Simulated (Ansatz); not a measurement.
**How far is PAW off for In?**

```
In
1.0
    -1.69471    1.69471    2.29737
     1.69471   -1.69471    2.29737
     1.69471    1.69471   -2.29737
In
1
Direct
  0.00000 0.00000 0.00000
```

The conventional cell has a = 3.389 Å, b = 3.389 Å, c = 4.595 Å, α = 90.00°, β = 90.00°, γ = 90.00°. In (atom 1) is surrounded by 12 In at 3.32 to 3.39 Å.

Structure from Materials Project entry mp-85 (possibly hypothetical), not relaxed further.

No spin–orbit coupling, which matters for the heavy atoms here.

Levels of theory: DFT, PBE, PAW with Ansatz's default frozen-core files, scalar-relativistic (Ansatz 0.2.0); DFT, PBE, all-electron LAPW, scalar-relativistic (Ansatz 0.2.0).

For PAW: a Γ-centred 17×17×17 k mesh, Fermi–Dirac smearing of 0.03 eV, cutoff 420 eV, no spin polarisation. LAPW targets a basis error of 0.5 meV/atom. The Ansatz runs share mesh, smearing and spin set-up. Plane-wave (PAW) pressures include the program's estimate of the Pulay term.

Stress and pressure are positive in compression.

Levels count from the Fermi level.

PAW results:

| quantity | PAW |
| --- | --- |
| pressure (GPa) | 1.58 |
| stress xx (GPa) | 1.76 |
| stress zz (GPa) | 1.23 |
| highest filled level at Γ (eV) | -9.504 |
| lowest empty level at Γ (eV) | 10.410 |
| highest filled level at S0 (eV) | -1.022 |
| lowest empty level at S0 (eV) | 0.273 |
| highest filled level at X (eV) | -2.347 |
| lowest empty level at X (eV) | 4.090 |

**Question.** What does all-electron LAPW give for the same quantities?

**Answer.** 
```json
{"quantity": "pressure (GPa)", "LAPW": "1.59"}
{"quantity": "stress xx (GPa)", "LAPW": "1.76"}
{"quantity": "stress zz (GPa)", "LAPW": "1.23"}
{"quantity": "highest filled level at Γ (eV)", "LAPW": "-9.504"}
{"quantity": "lowest empty level at Γ (eV)", "LAPW": "10.410"}
{"quantity": "highest filled level at S0 (eV)", "LAPW": "-1.022"}
{"quantity": "lowest empty level at S0 (eV)", "LAPW": "0.273"}
{"quantity": "highest filled level at X (eV)", "LAPW": "-2.347"}
{"quantity": "lowest empty level at X (eV)", "LAPW": "4.089"}
```
